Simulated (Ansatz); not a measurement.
# GaN (P6_3mc) in Ansatz: further runs

The runs below take GaN through single point, equation of state, with LDA.

Program: Ansatz 0.2.0. These are calculated values, not measurements. Logs are shortened: lines on timing, memory, paths and dates and some standing lists are left out, and cuts for length are marked.

### 1 The crystal as given

It takes space group P6_3mc (No. 186, hexagonal). The conventional cell has a = 3.180 Å, b = 3.180 Å, c = 5.166 Å, α = 90.00°, β = 90.00°, γ = 120.00°. Around Ga (site symmetry 3m) lie 4 N at 1.94 to 1.95 Å. Around N (site symmetry 3m) lie 4 Ga at 1.94 to 1.95 Å.

### 2 Single point, LDA, 10.63 Å³/atom (volume scaled by 0.94)

The input, input.yaml:

```yaml
crystal:
  lattice:
    - [3.1150838257, 0.0, 0.0]
    - [-1.5575419129, 2.697741728, 0.0]
    - [0.0, 0.0, 5.0605418376]
  atoms:
    - { symbol: Ga, position: [0.6666666667, 0.3333333333, 0.5] }
    - { symbol: Ga, position: [0.3333333333, 0.6666666667, 0.0] }
    - { symbol: "N", position: [0.6666666667, 0.3333333333, 0.875] }
    - { symbol: "N", position: [0.3333333333, 0.6666666667, 0.375] }
kpoints:
  mp_grid: { grid: [10, 10, 5] }
scf:
  occupations: { method: fermi_dirac, width: 0.05 }
hamiltonian:
  xc: lda
  pseudopotentials: { kind: all_electron, lapw: { basis_error: 0.002 } }
output:
  forces: true
  stress: true
  eigenvalues: true
```

Potentials or basis: all-electron LAPW, scalar-relativistic.

Run with:

```bash
$ ansatz run input.yaml --threads 2 --pin off --max-ram 8192MiB --backend cpu --events-out ev --progress --plain --runs-dir out
```

Log:

```text
Warning: RAYON_NUM_THREADS=2 ignored (pool sized by the plan → 2); use --threads N
LAPW: plane waves up to 10.417 Å⁻¹, error target 2.0e-3 eV per atom; small_component_spin mean_spin; N in spheres of 0.828 Å, 7 of its electrons in bands, Dirac shells []; Ga in spheres of 1.069 Å, 21 of its electrons in bands, Dirac shells [] (how accurate: hamiltonian.pseudopotentials.lapw.basis_error, Limitations)
Engine: ansatz 0.2.0, aarch64-unknown-linux-gnu
Pseudopotentials: kind: all_electron
Pseudopotential: Ga, LAPW, valence charge 21, lapw/all_electron/scalar/gaussian/Ga, Koelling and Harmon's equation, gaussian nucleus
Pseudopotential: N, LAPW, valence charge 7, lapw/all_electron/scalar/gaussian/N, Koelling and Harmon's equation, gaussian nucleus
Functional definition: SPW92
  exchange = slater_x
  correlation = pw_c
Crystal: 4 atoms, lattice volume = 42.527 Å³
Basis set: ecut = 413.4384724848182 eV, 785 PW (Γ), exchange–correlation at level 2
Bands: 34, of which v1, the nominal top of the filled ones, is band 28 counted from 1 (27 counted from 0)
Symmetry: 12 space group operations
Space group: P63mc (ITA 186), of the structure as read, at distance tolerance 3.5e-5 Å
k-points: 42 of 500 (time reversal used)
Non-local potential: Ga, projectors of the file, none
Non-local potential: N, projectors of the file, none
Initial density: superposition of atomic densities (chi_scale 0.1, normalization cell, long waves kept (reshape's long-wave potential 0.00 eV rms))
Initial wavefunctions: plane waves of lowest kinetic energy (no species holds an atomic orbital)
Functional: x = slater, c = lda
iter 1 solved again at ethr=1.91e-2 eV; its pass at ethr=1.00e-1 eV (dr2=1.07e1 eV) is discarded
SCF iter   1: F=—  HF=-108614.617856 eV  |F-HF|=—  |Δ(HF+E_count)|=         —  Δρ=1.45e-1  dr2=1.07e1  ethr=1.91e-2  ⟨swp⟩=2.0  Hψ=9299  notcnv=0
preconditioner: auto → Resta (q_TF=auto, 2.856 Å⁻¹)  ε∞=4.7  [insulator: Δε(μ)=3.870 eV  Ē_g=17.683 eV  σ=0.050 eV  W_gap=1.00  n_scr=22 (ndim 8)  ℏωp=34.2 eV  f_vac=0.000  D(μ)=0.00/eV (n_scr^D=0)  ε∞_Penn≈4.7]
iter 2 solved again at ethr=7.89e-4 eV; its pass at ethr=1.91e-2 eV (dr2=4.42e-1 eV) is discarded
SCF iter   2: F=—  HF=-108610.610957 eV  |F-HF|=—  |Δ(HF+E_count)|=    4.01e0  Δρ=3.40e-2  dr2=4.41e-1  ethr=7.89e-4  ⟨swp⟩=2.0  Hψ=7422  notcnv=0
SCF iter   3: F=—  HF=-108610.456100 eV  |F-HF|=—  |Δ(HF+E_count)|=         —  Δρ=2.55e-2  dr2=3.28e-1  ethr=7.88e-4  ⟨swp⟩=2.0  Hψ=4074  notcnv=0
the basis was enlarged: its passes take 181.9 KiB over the memory plan, 2 of 2 planned eigensolver slots
SCF iter   4: F=—  HF=-108610.460733 eV  |F-HF|=—  |Δ(HF+E_count)|=   4.63e-3  Δρ=1.14e-2  dr2=6.84e-2  ethr=5.86e-4  ⟨swp⟩=2.2  Hψ=4085  notcnv=0
SCF iter   5: F=—  HF=-108610.360774 eV  |F-HF|=—  |Δ(HF+E_count)|=   1.00e-1  Δρ=2.93e-3  dr2=3.75e-3  ethr=1.22e-4  ⟨swp⟩=3.0  Hψ=4326  notcnv=0
SCF iter   6: F=—  HF=-108610.356709 eV  |F-HF|=—  |Δ(HF+E_count)|=   4.07e-3  Δρ=7.05e-4  dr2=2.58e-4  ethr=6.69e-6  ⟨swp⟩=2.0  Hψ=3822  notcnv=0
SCF iter   7: F=—  HF=-108610.356720 eV  |F-HF|=—  |Δ(HF+E_count)|=   1.11e-5  Δρ=1.84e-4  dr2=1.66e-5  ethr=4.61e-7  ⟨swp⟩=2.0  Hψ=3822  notcnv=0
SCF iter   8: F=—  HF=-108610.356715 eV  |F-HF|=—  |Δ(HF+E_count)|=   4.80e-6  Δρ=1.86e-5  dr2=1.44e-7  ethr=2.97e-8  ⟨swp⟩=3.0  Hψ=4074  notcnv=0
SCF iter   9: F=-108610.356715 eV  HF=-108610.356715 eV  |F-HF|=5.43e-9  |Δ(HF+E_count)|=   1.78e-8  Δρ=3.05e-6  dr2=3.65e-9  ethr=2.57e-10  ⟨swp⟩=2.0  Hψ=3822  notcnv=0
SCF 1 converged in 9 iterations: F = -108610.356715 eV  dr2 = 3.65e-9
SCF converged after 9 iterations
Free energy (F): -108610.356715 eV
Harris-Foulkes:  -108610.356715 eV  (|F-HF|=5.43e-9)
Internal energy: -108610.356715 eV  (E = F + TS)
E sigma→0 (E₀):  -108610.356715 eV
Fermi energy:    13.590703 eV
--- Per-component energies (eV) ---
  E_band       = -2834.544736
  E_kinetic    = 110638.991019
  E_xc         = -4324.356714
  E_electrostatic = -214924.991020  (all electrons and nuclei)
  E_smearing   = -0.000000  (= −TS)
  E_closure    = 0.000000  (closes the sum)
  E_atoms      = -108582.444752  (free atoms, spherical and without spin; not in F)
  Σ components = -108610.356715   (vs F -108610.356715, Δ=0.00e0)
  Basis errors (estimates in eV, not in F): energy 9.2e-4 per atom: plane waves 8.5e-4 (5.1e-4 summed), levels above the bands 3.4e-85, relativity 7.7e-9, radial functions 6.9e-5, core shells 1.5e-9; eigenvalues (radial functions only) 6.6e-6; not estimated: angular momenta, meshes, grids; target (lapw.basis_error) 2.0e-3; muffin-tin radii N 0.828 Å, Ga 1.069 Å
--- Forces (eV/Å), atoms counted from 1 ---
  atom   1  Ga    -0.00000000    -0.00000000    -0.14331867
  atom   2  Ga     0.00000000     0.00000000    -0.14331867
  atom   3  N     -0.00000000    -0.00000000     0.14332245
  atom   4  N      0.00000000     0.00000000     0.14332245
  max |Σ_I F_I| component: 7.56e-6 eV/Å
--- Stress (GPa, compression-positive) ---
        7.854625       0.000000       0.000000
        0.000000       7.854625      -0.000000
        0.000000       0.000000      10.633471
  P = ⅓ Tr σ = 8.7809 GPa (87.809 kbar)
--- Band table (eV; the first three rows and the last of 42) ---
  k-point 0: bands = ["-359.3143", "-359.3143", "-128.8267", "-128.8266", "-80.0652", "-80.0642", "-80.0642", "-80.0638", "-80.0638", "-80.0629", "-4.1460", "-3.0422", "-1.3306", "-1.3047", "-1.3047", "-1.2279", "-1.2279", "-0.9970", "-0.9970", "-0.8749", "-0.8749", "0.5098", "4.7061", "11.2014", "11.2014", "12.2898", "12.3578", "12.3578", "14.7562", "16.9620", "21.8150", "22.4510", "22.4510", "23.4254"]
  k-point 1: bands = ["-359.3143", "-359.3143", "-128.8267", "-128.8266", "-80.0650", "-80.0642", "-80.0642", "-80.0638", "-80.0638", "-80.0631", "-4.0121", "-3.0986", "-1.3022", "-1.3022", "-1.3014", "-1.2397", "-1.2397", "-0.9810", "-0.9810", "-0.8825", "-0.8825", "0.0182", "5.5537", "11.2510", "11.3067", "11.3067", "12.2424", "12.2424", "15.5745", "17.0410", "21.5417", "22.4969", "22.4969", "22.5086"]
  k-point 2: bands = ["-359.3143", "-359.3143", "-128.8267", "-128.8267", "-80.0644", "-80.0641", "-80.0641", "-80.0639", "-80.0639", "-80.0637", "-3.6710", "-3.3070", "-1.2901", "-1.2901", "-1.2661", "-1.2661", "-1.1542", "-0.9438", "-0.9438", "-0.9065", "-0.9065", "-0.7274", "7.3520", "9.3767", "11.5876", "11.5876", "11.9451", "11.9451", "16.6653", "17.1169", "21.0816", "21.3150", "22.7439", "22.7439"]
  k-point 41: bands = ["-359.3143", "-359.3143", "-128.8266", "-128.8266", "-80.0656", "-80.0655", "-80.0652", "-80.0650", "-80.0637", "-80.0636", "-2.8649", "-2.8443", "-1.2000", "-1.1744", "-1.1567", "-1.0913", "-0.9872", "-0.9855", "-0.9390", "-0.9271", "0.8684", "1.0191", "5.7632", "5.9191", "7.5411", "8.3481", "10.3823", "10.7001", "18.7585", "18.9566", "19.8825", "20.3142", "21.6862", "21.8765"]
```

It took 21 s on 2 threads of Arm Neoverse V2, shared host; peak memory 0.37 GiB.

Results:

- Free energy: -108610.3567 eV
- Pressure: 8.8 GPa
- Largest force: 0.143 eV/Å
- Band gap on the k mesh: 2.40 eV, direct

### 3 Single point, LDA, 10.86 Å³/atom (volume scaled by 0.96)

Edit input.yaml of step 2 so:

```diff
@@ -2,5 +2,5 @@
   lattice:
-    - [3.1150838257, 0.0, 0.0]
-    - [-1.5575419129, 2.697741728, 0.0]
-    - [0.0, 0.0, 5.0605418376]
+    - [3.1370217585, 0.0, 0.0]
+    - [-1.5685108793, 2.7167405351, 0.0]
+    - [0.0, 0.0, 5.0961806304]
   atoms:
```

Potentials or basis: all-electron LAPW, scalar-relativistic.

Run with:

```bash
$ ansatz run input.yaml --threads 2 --pin off --max-ram 8192MiB --backend cpu --events-out ev --progress --plain --runs-dir out
```

Run time: 22 s. Hardware: 2 threads of Arm Neoverse V2, shared host; peak memory 0.39 GiB.

The run converged. Its results:

| Property | Result |
| --- | --- |
| Free energy | -108610.3924 eV |
| Pressure | 3.9 GPa |
| Largest force | 0.137 eV/Å |
| Band gap on the k mesh | 2.26 eV, direct |

### 4 Single point, LDA, 11.08 Å³/atom (volume scaled by 0.98)

Edit input.yaml of step 3 so:

```diff
@@ -2,5 +2,5 @@
   lattice:
-    - [3.1370217585, 0.0, 0.0]
-    - [-1.5685108793, 2.7167405351, 0.0]
-    - [0.0, 0.0, 5.0961806304]
+    - [3.158657075, 0.0, 0.0]
+    - [-1.5793285375, 2.7354772688, 0.0]
+    - [0.0, 0.0, 5.1313278144]
   atoms:
```

Run with:

```bash
$ ansatz run input.yaml --threads 2 --pin off --max-ram 8192MiB --backend cpu --events-out ev --progress --plain --runs-dir out
```

It took 22 s on 2 threads of Arm Neoverse V2, shared host; peak memory 0.39 GiB.

Results (log left out):

| Item | Value |
| --- | --- |
| Free energy | -108610.4022 eV |
| Pressure | -0.4 GPa |
| Largest force | 0.132 eV/Å |
| Band gap on the k mesh | 2.12 eV, direct |

### 5 Single point, LDA, 11.31 Å³/atom

Edit input.yaml of step 4 so:

```diff
@@ -2,5 +2,5 @@
   lattice:
-    - [3.158657075, 0.0, 0.0]
-    - [-1.5793285375, 2.7354772688, 0.0]
-    - [0.0, 0.0, 5.1313278144]
+    - [3.18, 0.0, 0.0]
+    - [-1.59, 2.753960784, 0.0]
+    - [0.0, 0.0, 5.166]
   atoms:
```

Run with:

```bash
$ ansatz run input.yaml --threads 2 --pin off --max-ram 8192MiB --backend cpu --events-out ev --progress --plain --runs-dir out
```

Wall time 22 s (2 threads of Arm Neoverse V2, shared host); peak memory 0.39 GiB.

It converged, with:

```
Free energy            : -108610.3888 eV
Pressure               : -4.3 GPa
Largest force          : 0.126 eV/Å
Band gap on the k mesh : 1.98 eV, direct
```

### 6 Single point, LDA, 11.54 Å³/atom (volume scaled by 1.02)

Edit input.yaml of step 5 so:

```diff
@@ -2,5 +2,5 @@
   lattice:
-    - [3.18, 0.0, 0.0]
-    - [-1.59, 2.753960784, 0.0]
-    - [0.0, 0.0, 5.166]
+    - [3.2010602164, 0.0, 0.0]
+    - [-1.6005301082, 2.7721994664, 0.0]
+    - [0.0, 0.0, 5.2002129176]
   atoms:
```

Potentials or basis: all-electron LAPW, scalar-relativistic.

Run with:

```bash
$ ansatz run input.yaml --threads 2 --pin off --max-ram 8192MiB --backend cpu --events-out ev --progress --plain --runs-dir out
```

It took 22 s on 2 threads of Arm Neoverse V2, shared host; peak memory 0.39 GiB.

Results (log left out):

```yaml
Free_energy: -108610.3547 eV
Pressure: -7.7 GPa
Largest_force: 0.121 eV/Å
Band_gap_on_the_k_mesh: 1.84 eV, direct
```

### 7 Single point, LDA, 11.76 Å³/atom (volume scaled by 1.04)

Edit input.yaml of step 6 so:

```diff
@@ -2,5 +2,5 @@
   lattice:
-    - [3.2010602164, 0.0, 0.0]
-    - [-1.6005301082, 2.7721994664, 0.0]
-    - [0.0, 0.0, 5.2002129176]
+    - [3.2218469041, 0.0, 0.0]
+    - [-1.6109234521, 2.7902012661, 0.0]
+    - [0.0, 0.0, 5.2339814801]
   atoms:
```

Run with:

```bash
$ ansatz run input.yaml --threads 2 --pin off --max-ram 8192MiB --backend cpu --events-out ev --progress --plain --runs-dir out
```

Run time: 21 s. Hardware: 2 threads of Arm Neoverse V2, shared host; peak memory 0.39 GiB.

It converged, with:

| Quantity | Value |
| --- | --- |
| Free energy | -108610.3021 eV |
| Pressure | -10.8 GPa |
| Largest force | 0.116 eV/Å |
| Band gap on the k mesh | 1.71 eV, direct |

### 8 Single point, LDA, 11.99 Å³/atom (volume scaled by 1.06)

Edit input.yaml of step 7 so:

```diff
@@ -2,5 +2,5 @@
   lattice:
-    - [3.2218469041, 0.0, 0.0]
-    - [-1.6109234521, 2.7902012661, 0.0]
-    - [0.0, 0.0, 5.2339814801]
+    - [3.2423687753, 0.0, 0.0]
+    - [-1.6211843877, 2.8079737278, 0.0]
+    - [0.0, 0.0, 5.2673198406]
   atoms:
```

Run with:

```bash
$ ansatz run input.yaml --threads 2 --pin off --max-ram 8192MiB --backend cpu --events-out ev --progress --plain --runs-dir out
```

Wall time 22 s (2 threads of Arm Neoverse V2, shared host); peak memory 0.39 GiB.

Results (log left out):

```
Free energy            : -108610.2327 eV
Pressure               : -13.6 GPa
Largest force          : 0.111 eV/Å
Band gap on the k mesh : 1.58 eV, direct
```

### 9 Equation of state, LDA

Potentials or basis: all-electron LAPW, scalar-relativistic.

This step only gathers the single runs of the series.

Results:

```yaml
Equilibrium_volume: 11.06 Å³/atom
Bulk_modulus_at_fixed_shape_and_positions: 202 GPa
Pressure_derivative_of_the_bulk_modulus: 4.4
```

Energy against volume, from the lowest point:
```
volume (Å³/atom)  energy (meV/atom)
          10.632              11.37
          10.858               2.45
          11.084               0.00
          11.310               3.34
          11.537              11.86
          11.763              25.03
          11.989              42.36
```

Caveat: the cell was scaled at fixed shape and fractional positions, which overstates the stiffness of a crystal with free parameters, most of all of layers and chains.
